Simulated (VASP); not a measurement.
Wanted: the native input for a VASP 6.6.1 run.

```yaml
Task: single point
Functional: LDA
Potentials_or_basis: VASP PAW LDA potentials, release 64 (Cs_sv, H)
Cutoff: 520 eV
k_mesh: 3 × 3 × 3
Occupations: gaussian, width 0.05 eV
Spin: no spin polarisation
Dipole_correction: no
Further_INCAR_settings: ALGO = Normal; EDIFF = 1e-06; NBANDS = 30
```

The structure of Cs4H5 (a cell with a defect) lies in POSCAR:

```
Cs4H5
1.0
    0.0000000000      6.3760000000      6.3760000000
    6.3760000000      0.0000000000      6.3760000000
    3.1880000000      3.1880000000      0.0000000000
Cs H
4 5
Direct
    0.0000000000      0.0000000000      0.0000000000
    0.0000000000      0.5000000000      0.0000000000
    0.5000000000      0.0000000000      0.0000000000
    0.5000000000      0.5000000000      0.0000000000
    0.2500000000      0.2500000000      0.5000000000
    0.2500000000      0.7500000000      0.5000000000
    0.7500000000      0.2500000000      0.5000000000
    0.7500000000      0.7500000000      0.5000000000
   -0.0469114649      0.1819404799      0.3649709849
```

One way to write it, as run:

INCAR

```
ALGO = Normal
EDIFF = 1E-6
ENCUT = 520
GGA = CA
ISIF = 2
ISMEAR = 0
LASPH = T
LCHARG = F
LREAL = F
LWAVE = F
NBANDS = 30
NELM = 100
PREC = Accurate
SIGMA = 0.05
```

KPOINTS

```
k-points
0
Gamma
  3 3 3
```

Potentials or basis: VASP PAW LDA potentials, release 64 (Cs_sv, H).

Command:

```bash
$ cat potpaw_LDA.64/Cs_sv/POTCAR potpaw_LDA.64/H/POTCAR > POTCAR
$ mpirun -np 1 vasp_std > vasp.out
```

Results of the run:

* Pressure: -1.1 GPa
* Largest force: 1.086 eV/Å
* Band gap on the k mesh: none (metal or under the smearing width)

Caveat: the k mesh is coarse (spacing up to 0.57 Å⁻¹), so the values aren't converged.

Wall time 89 s on 1 thread of Intel(R) Xeon(R) Platinum 8488C (Sapphire Rapids), with other jobs on the host, peak memory 0.33 GiB.
